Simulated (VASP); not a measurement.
# Ru (P6_3/mmc) in VASP: further runs, part 2 of 2

VASP 6.6.1. Earlier steps stand in the parts before.

### Step 4. Single point, PBEsol (grid = ENCUT=280 dk=0.35 cell=3x3x2 ISMEAR=1 SIGMA=0.1 LREAL=Auto EDIFF=1e-06)

Input file INCAR:

```
SYSTEM = Ru
PREC = Accurate
ENCUT = 280
EDIFF = 1E-6
ISMEAR = 1
SIGMA = 0.1
LREAL = Auto
LASPH = .TRUE.
NELM = 120
ALGO = Fast
ISIF = 2
LWAVE = .FALSE.
LCHARG = .FALSE.
GGA = PS
NBANDS = 288
NCORE = 1
KPAR = 2
```

Input file KPOINTS:

```
Automatic mesh
0
G
  3 3 3
  0 0 0
```

Input file POSCAR:

```
Ru
1.0
    8.1174000000      0.0000000000      0.0000000000
   -4.0587000000      7.0298746128      0.0000000000
    0.0000000000      0.0000000000      8.5638000000
Ru
36
Direct
    0.2222222222      0.1111111111      0.3750000000
    0.2222222222      0.1111111111      0.8750000000
    0.2222222222      0.4444444444      0.3750000000
    0.2222222222      0.4444444444      0.8750000000
    0.2222222222      0.7777777778      0.3750000000
    0.2222222222      0.7777777778      0.8750000000
    0.5555555556      0.1111111111      0.3750000000
    0.5555555556      0.1111111111      0.8750000000
    0.5555555556      0.4444444444      0.3750000000
    0.5555555556      0.4444444444      0.8750000000
    0.5555555556      0.7777777778      0.3750000000
    0.5555555556      0.7777777778      0.8750000000
    0.8888888889      0.1111111111      0.3750000000
    0.8888888889      0.1111111111      0.8750000000
    0.8888888889      0.4444444444      0.3750000000
    0.8888888889      0.4444444444      0.8750000000
    0.8888888889      0.7777777778      0.3750000000
    0.8888888889      0.7777777778      0.8750000000
    0.1111111111      0.2222222222      0.1250000000
    0.1111111111      0.2222222222      0.6250000000
    0.1111111111      0.5555555556      0.1250000000
    0.1111111111      0.5555555556      0.6250000000
    0.1111111111      0.8888888889      0.1250000000
    0.1111111111      0.8888888889      0.6250000000
    0.4444444444      0.2222222222      0.1250000000
    0.4444444444      0.2222222222      0.6250000000
    0.4444444444      0.5555555556      0.1250000000
    0.4444444444      0.5555555556      0.6250000000
    0.4444444444      0.8888888889      0.1250000000
    0.4444444444      0.8888888889      0.6250000000
    0.7777777778      0.2222222222      0.1250000000
    0.7777777778      0.2222222222      0.6250000000
    0.7777777778      0.5555555556      0.1250000000
    0.7777777778      0.5555555556      0.6250000000
    0.7777777778      0.8888888889      0.1250000000
    0.7777777778      0.8888888889      0.6250000000
```

Potentials or basis: VASP PAW PBE potentials, release 64 (Ru_pv).

Command:

```sh
cat potpaw_PBE.64/Ru_pv/POTCAR > POTCAR
mpirun -np 4 vasp_std > vasp.out
```

OUTCAR:

```text
SYSTEM = Ru
   PREC = Accurate
   ENCUT = 280
   EDIFF = 1E-6
   ISMEAR = 1
   LREAL = Auto
   LASPH = .TRUE.
   NELM = 120
   ISIF = 2
   GGA = PS

 Found      6 irreducible k-points:

 Following reciprocal coordinates:
            Coordinates               Weight
  0.000000  0.000000  0.000000      1.000000
  0.333333  0.000000  0.000000      6.000000
  0.333333  0.333333  0.000000      2.000000
  0.000000  0.000000  0.333333      2.000000
  0.333333  0.000000  0.333333     12.000000
  0.333333  0.333333  0.333333      4.000000
   k-points           NKPTS =      6   k-points in BZ     NKDIM =      6   number of bands    NBANDS=    288
   number of dos      NEDOS =    301   number of ions     NIONS =     36
   total plane-waves  NPLWV = 110592
   dimension x,y,z NGX =    48 NGY =   48 NGZ =   48
   dimension x,y,z NGXF=    96 NGYF=   96 NGZF=   96
   ions per type =              36
   NGX,Y,Z   is equivalent  to a cutoff of   9.83,  9.83,  9.32 a.u.
   NGXF,Y,Z  is equivalent  to a cutoff of  19.66, 19.66, 18.64 a.u.
 SYSTEM =  Ru
   PREC   = accura    normal or accurate (medium, high low for compatibility)
   ISTART =      0    job   : 0-new  1-cont  2-samecut
[... 67 lines left out ...]
      1     -30.8778      2.00000
      2     -30.6446      2.00000
      3     -30.6446      2.00000
      4     -30.6446      2.00000
      5     -30.6446      2.00000
      6     -30.6305      2.00000
[... 1591 lines left out ...]
    263      13.5204     -0.00000
    264      13.5204     -0.00000
 [bands above 264 left out]

------------------------ aborting loop because EDIFF is reached ----------------------------------------

  FORCE on cell =-STRESS in cart. coord.  units (eV):
  Direction    XX          YY          ZZ          XY          YZ          ZX
  --------------------------------------------------------------------------------------
  -------------------------------------------------------------------------------------
  Total      -21.6739055    -21.6739055    -23.1320509      0.0000000     -0.0000000      0.0000000
  in kB      -71.0586114    -71.0586114    -75.8391888      0.0000000     -0.0000000      0.0000000
  external PRESSURE =     -72.6521372 kB  Pullay stress =       0.0000000 kB

 VOLUME and BASIS-vectors are now :
 -----------------------------------------------------------------------------
  energy-cutoff  :      280.00
  volume of cell :      488.69
      direct lattice vectors                 reciprocal lattice vectors
     8.117400000  0.000000000  0.000000000     0.123192155  0.071125024  0.000000000
    -4.058700000  7.029874613  0.000000000     0.000000000  0.142250048  0.000000000
     0.000000000  0.000000000  8.563800000     0.000000000  0.000000000  0.116770592

 POSITION                                       TOTAL-FORCE (eV/Angst)
 -----------------------------------------------------------------------------------
      1.35290      0.78110      3.21143        -0.000000      0.000000     -0.000000
      1.35290      0.78110      7.49333        -0.000000     -0.000000      0.000000
      0.00000      3.12439      3.21143        -0.000000     -0.000000      0.000000
      0.00000      3.12439      7.49333        -0.000000     -0.000000      0.000000
     -1.35290      5.46768      3.21143        -0.000000     -0.000000     -0.000000
     -1.35290      5.46768      7.49333        -0.000000      0.000000     -0.000000
[... 28 lines left out ...]
      2.70580      6.24878      1.07048         0.000000      0.000000     -0.000000
      2.70580      6.24878      5.35238         0.000000     -0.000000      0.000000
 -----------------------------------------------------------------------------------
    total drift:                                0.000000      0.000000      0.000000

  FREE ENERGIE OF THE ION-ELECTRON SYSTEM (eV)
  ---------------------------------------------------
  free  energy   TOTEN  =      -366.8191983228 eV

  energy  without entropy=     -366.8447166290  energy(sigma->0) =     -366.82770442
```

OSZICAR:

```text
N       E                     dE             d eps       ncg     rms          rms(c)
DAV:   1     0.488115326479E+04    0.48812E+04   -0.21680E+05  3856   0.127E+03
DAV:   2    -0.886411060490E+02   -0.49698E+04   -0.48204E+04  3568   0.479E+02
DAV:   3    -0.375718133706E+03   -0.28708E+03   -0.27280E+03  4744   0.995E+01
DAV:   4    -0.394691564078E+03   -0.18973E+02   -0.18443E+02  4312   0.180E+01
DAV:   5    -0.395328578841E+03   -0.63701E+00   -0.62528E+00  4208   0.310E+00    0.805E+01
RMM:   6    -0.368141052738E+03    0.27188E+02   -0.77807E+01  3478   0.214E+01    0.210E+01
RMM:   7    -0.366738555766E+03    0.14025E+01   -0.25770E+01  3703   0.827E+00    0.328E+00
RMM:   8    -0.366815842429E+03   -0.77287E-01   -0.30593E+00  3918   0.258E+00    0.280E+00
RMM:   9    -0.366821364326E+03   -0.55219E-02   -0.76221E-01  4066   0.112E+00    0.812E-01
RMM:  10    -0.366815869325E+03    0.54950E-02   -0.10858E-01  3957   0.706E-01    0.152E-01
RMM:  11    -0.366818650540E+03   -0.27812E-02   -0.30682E-02  4313   0.167E-01    0.974E-02
RMM:  12    -0.366819041651E+03   -0.39111E-03   -0.46092E-03  4782   0.636E-02    0.219E-02
RMM:  13    -0.366819154461E+03   -0.11281E-03   -0.12138E-03  4765   0.275E-02    0.141E-02
RMM:  14    -0.366819180433E+03   -0.25972E-04   -0.26036E-04  4012   0.128E-02    0.875E-03
RMM:  15    -0.366819193795E+03   -0.13361E-04   -0.95985E-05  3680   0.657E-03    0.204E-03
RMM:  16    -0.366819196594E+03   -0.27990E-05   -0.26048E-05  3023   0.306E-03    0.153E-03
RMM:  17    -0.366819198226E+03   -0.16323E-05   -0.11550E-05  2641   0.165E-03    0.124E-03
RMM:  18    -0.366819198323E+03   -0.96683E-07   -0.28094E-06  1872   0.108E-03
   1 F= -.36681920E+03 E0= -.36682770E+03  d E =0.255183E-01
```

stdout:

```text
POSCAR found type information on POSCAR Ru
 POSCAR found :  1 types and      36 ions
 scaLAPACK will be used
 -----------------------------------------------------------------------------
|                                                                             |
|                                                                             |
|     You enforced a specific xc type in the INCAR file but a different       |
|     I HOPE YOU KNOW WHAT YOU ARE DOING!                                     |
|                                                                             |
 -----------------------------------------------------------------------------

 LDA part: xc-table for (Slater+PW92), standard interpolation
 POSCAR, INCAR and KPOINTS ok, starting setup
 FFT: planning ... GRIDC
 FFT: planning ... GRID_SOFT
 FFT: planning ... GRID
 WAVECAR not read
 entering main loop
```

Wall time 4.7 min (4 MPI ranks of Intel Xeon Platinum 8488C (Sapphire Rapids), shared host); peak memory 0.33 GiB.

These settings aren't checked as converged: the numbers below hold their error.

Results:

```yaml
Free_energy: -366.8192 eV
Pressure: -7.3 GPa
Band_gap_on_the_k_mesh: none (metal or under the smearing width)
```

Caveat: the cutoff is under 1.25 times the usual one of these potentials, so pressure, stress and relaxed cells hold a basis-set (Pulay) error; the PAW data sets were made with another functional, which shifts forces and pressure a little.

### Step 5. Single point, PBEsol (grid = ENCUT=340 dk=0.35 cell=3x3x2 ISMEAR=1 SIGMA=0.1 LREAL=Auto EDIFF=1e-06)

Edit INCAR of step 4 so:

```diff
@@ -2,3 +2,3 @@
 PREC = Accurate
-ENCUT = 280
+ENCUT = 340
 EDIFF = 1E-6
```

KPOINTS is that of step 4.

POSCAR is that of step 4.

Potentials or basis: VASP PAW PBE potentials, release 64 (Ru_pv).

Command:

```sh
cat potpaw_PBE.64/Ru_pv/POTCAR > POTCAR
mpirun -np 4 vasp_std > vasp.out
```

OUTCAR:

```text
SYSTEM = Ru
   PREC = Accurate
   ENCUT = 340
   EDIFF = 1E-6
   ISMEAR = 1
   LREAL = Auto
   LASPH = .TRUE.
   NELM = 120
   ISIF = 2
   GGA = PS

 Found      6 irreducible k-points:

 Following reciprocal coordinates:
            Coordinates               Weight
  0.000000  0.000000  0.000000      1.000000
  0.333333  0.000000  0.000000      6.000000
  0.333333  0.333333  0.000000      2.000000
  0.000000  0.000000  0.333333      2.000000
  0.333333  0.000000  0.333333     12.000000
  0.333333  0.333333  0.333333      4.000000
   k-points           NKPTS =      6   k-points in BZ     NKDIM =      6   number of bands    NBANDS=    288
[... 1684 lines left out ...]
  Total      -24.8365103    -24.8365103    -26.3342542      0.0000000      0.0000000      0.0000000
  in kB      -81.4273151    -81.4273151    -86.3377175      0.0000000      0.0000000      0.0000000
  external PRESSURE =     -83.0641159 kB  Pullay stress =       0.0000000 kB

 VOLUME and BASIS-vectors are now :
 -----------------------------------------------------------------------------
  energy-cutoff  :      340.00
  volume of cell :      488.69
      direct lattice vectors                 reciprocal lattice vectors
     8.117400000  0.000000000  0.000000000     0.123192155  0.071125024  0.000000000
    -4.058700000  7.029874613  0.000000000     0.000000000  0.142250048  0.000000000
     0.000000000  0.000000000  8.563800000     0.000000000  0.000000000  0.116770592

 POSITION                                       TOTAL-FORCE (eV/Angst)
 -----------------------------------------------------------------------------------
      1.35290      0.78110      3.21143         0.000000      0.000000      0.000000
      1.35290      0.78110      7.49333         0.000000      0.000000     -0.000000
      0.00000      3.12439      3.21143         0.000000     -0.000000      0.000000
      0.00000      3.12439      7.49333         0.000000      0.000000      0.000000
     -1.35290      5.46768      3.21143         0.000000      0.000000     -0.000000
     -1.35290      5.46768      7.49333         0.000000      0.000000      0.000000
[... 28 lines left out ...]
      2.70580      6.24878      1.07048        -0.000000     -0.000000     -0.000000
      2.70580      6.24878      5.35238        -0.000000     -0.000000     -0.000000
 -----------------------------------------------------------------------------------
    total drift:                                0.000000      0.000000      0.000000

  FREE ENERGIE OF THE ION-ELECTRON SYSTEM (eV)
  ---------------------------------------------------
  free  energy   TOTEN  =      -366.4203405278 eV

  energy  without entropy=     -366.4455345581  energy(sigma->0) =     -366.42873854
```

OSZICAR:

```text
N       E                     dE             d eps       ncg     rms          rms(c)
DAV:   1     0.553945587077E+04    0.55395E+04   -0.23990E+05  3664   0.145E+03
DAV:   2    -0.676397609956E+02   -0.56071E+04   -0.54596E+04  3552   0.523E+02
DAV:   3    -0.373667742930E+03   -0.30603E+03   -0.28990E+03  4680   0.108E+02
DAV:   4    -0.394676290678E+03   -0.21009E+02   -0.20502E+02  4368   0.201E+01
DAV:   5    -0.395246214994E+03   -0.56992E+00   -0.56200E+00  4168   0.328E+00    0.818E+01
RMM:   6    -0.367707498377E+03    0.27539E+02   -0.79201E+01  3478   0.217E+01    0.210E+01
RMM:   7    -0.366335962341E+03    0.13715E+01   -0.26145E+01  3694   0.850E+00    0.322E+00
RMM:   8    -0.366414928031E+03   -0.78966E-01   -0.30905E+00  3906   0.272E+00    0.277E+00
RMM:   9    -0.366422149186E+03   -0.72212E-02   -0.77957E-01  4073   0.114E+00    0.802E-01
RMM:  10    -0.366417146710E+03    0.50025E-02   -0.10550E-01  3961   0.688E-01    0.162E-01
RMM:  11    -0.366419780265E+03   -0.26336E-02   -0.29474E-02  4297   0.174E-01    0.104E-01
RMM:  12    -0.366420178328E+03   -0.39806E-03   -0.45609E-03  4811   0.675E-02    0.224E-02
RMM:  13    -0.366420293201E+03   -0.11487E-03   -0.12683E-03  4664   0.298E-02    0.131E-02
RMM:  14    -0.366420319202E+03   -0.26000E-04   -0.27676E-04  4469   0.117E-02    0.100E-02
RMM:  15    -0.366420335242E+03   -0.16040E-04   -0.11324E-04  3843   0.923E-03    0.214E-03
RMM:  16    -0.366420338060E+03   -0.28185E-05   -0.34367E-05  2974   0.299E-03    0.113E-03
RMM:  17    -0.366420340046E+03   -0.19858E-05   -0.14147E-05  2500   0.161E-03    0.337E-04
RMM:  18    -0.366420340528E+03   -0.48170E-06   -0.40981E-06  1924   0.104E-03
   1 F= -.36642034E+03 E0= -.36642874E+03  d E =0.251940E-01
```

stdout:

```text
POSCAR found type information on POSCAR Ru
 POSCAR found :  1 types and      36 ions
 scaLAPACK will be used
 -----------------------------------------------------------------------------
|                                                                             |
|                                                                             |
|     You enforced a specific xc type in the INCAR file but a different       |
|     I HOPE YOU KNOW WHAT YOU ARE DOING!                                     |
|                                                                             |
 -----------------------------------------------------------------------------

 LDA part: xc-table for (Slater+PW92), standard interpolation
 POSCAR, INCAR and KPOINTS ok, starting setup
 FFT: planning ... GRIDC
 FFT: planning ... GRID_SOFT
 FFT: planning ... GRID
 WAVECAR not read
 entering main loop
```

It took 4.7 min on 4 MPI ranks of Intel Xeon Platinum 8488C (Sapphire Rapids), shared host; peak memory 0.37 GiB.

These settings aren't checked as converged: the numbers below hold their error.

What came out:

```yaml
Free_energy: -366.4203 eV
Pressure: -8.3 GPa
Band_gap_on_the_k_mesh: none (metal or under the smearing width)
```

Caveat: the PAW data sets were made with another functional, which shifts forces and pressure a little.

### Step 6. Single point, PBEsol (grid = ENCUT=400 dk=0.35 cell=3x3x2 ISMEAR=1 SIGMA=0.1 LREAL=False EDIFF=1e-06)

Edit INCAR of step 5 so:

```diff
@@ -2,3 +2,3 @@
 PREC = Accurate
-ENCUT = 340
+ENCUT = 400
 EDIFF = 1E-6
@@ -6,3 +6,3 @@
 SIGMA = 0.1
-LREAL = Auto
+LREAL = .FALSE.
 LASPH = .TRUE.
```

KPOINTS is that of step 5.

POSCAR is that of step 5.

Potentials or basis: VASP PAW PBE potentials, release 64 (Ru_pv).

Command:

```sh
cat potpaw_PBE.64/Ru_pv/POTCAR > POTCAR
mpirun -np 4 vasp_std > vasp.out
```

Run time: 7 min. Hardware: 4 MPI ranks of Intel Xeon Platinum 8488C (Sapphire Rapids), shared host; peak memory 0.42 GiB.

The run converged, but some of its settings lie outside the range that counts as converged, so its numbers aren't taken as properties of the crystal.

Results:

```yaml
Free_energy: -366.2908 eV
Pressure: -7.4 GPa
Band_gap_on_the_k_mesh: none (metal or under the smearing width)
```

Caveat: the PAW data sets were made with another functional, which shifts forces and pressure a little.

### Step 7. The reference run

An earlier run on the cell as given: functional PBE; potentials or basis VASP PAW PBE potentials, release 64 (Ru_pv); cutoff 520 eV; k mesh 11 × 11 × 6; occupations fermi-dirac, width 0.05 eV; no spin polarisation.

- Pressure: 4.5 GPa
- Band gap on the k mesh: none (metal or under the smearing width)
